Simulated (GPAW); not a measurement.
Crystal: MoSe2.

```
Mo Se
1.0
     3.28800    0.00000    0.00000
    -1.64400    2.84749    0.00000
     0.00000    0.00000   12.90000
Mo Se
2 4
Direct
  0.66667 0.33333 0.75000
  0.33333 0.66667 0.25000
  0.66667 0.33333 0.37500
  0.33333 0.66667 0.87500
  0.66667 0.33333 0.12500
  0.33333 0.66667 0.62500
```

* Program: GPAW 26.7.0
* Task: relaxation of cell and atoms
* Functional: PBEsol
* Dispersion: D3(BJ)
* Potentials or basis: PAW data sets generated in the run's folder for this functional
* Cutoff: 600 eV
* Basis: pw
* k mesh: 6 × 6 × 2
* Occupations: fermi-dirac, width 0.05 eV
* Spin: no spin polarisation

At the start: pressure -0.4 GPa; volume 20.13 Å³/atom.

**Question.** Where does the relaxation end?

**Answer.** Over 14 steps the energy falls by 33.9 meV/atom and the volume is 18.54 Å³/atom (-7.9 %); space group P6_3/mmc (No. 194, to 0.05 Å).

Step by step:
```
step  energy change (eV)  largest force (eV/Å)  pressure (GPa)  volume (Å³)
   1              0.0000                0.8152           -0.38       120.78
   2             -0.0369                0.5808           -1.40       120.74
   3             -0.0904                0.0000           -3.72       120.18
   4             -0.1024                0.0902           -3.85       119.61
   5             -0.1420                0.2470           -3.06       116.67
   6             -0.1601                0.1676           -1.53       114.63
   7             -0.1678                0.0003           -0.17       113.63
   8             -0.1702                0.0792            0.23       113.51
   9             -0.1739                0.1587            0.56       113.36
  10             -0.1818                0.2480            0.94       112.92
  11             -0.1931                0.2740            1.11       112.01
  12             -0.2006                0.1684            0.74       111.28
  13             -0.2033                0.0437            0.17       111.21
  14             -0.2037                0.0010           -0.01       111.25
```

Final structure:
```xyz
6
Lattice="3.2275 0.0000 0.0000 -1.6138 2.7951 0.0000 0.0000 0.0000 12.3320" Properties=species:S:1:pos:R:3 pbc="T T T"
Mo    1.6138    0.9317    9.2490
Mo    0.0000    1.8634    3.0830
Se    1.6138    0.9317    4.7531
Se    0.0000    1.8634   10.9191
Se    1.6138    0.9317    1.4129
Se    0.0000    1.8634    7.5790
```

Caveat: the k mesh is coarse; later steps reuse the first step's grids.
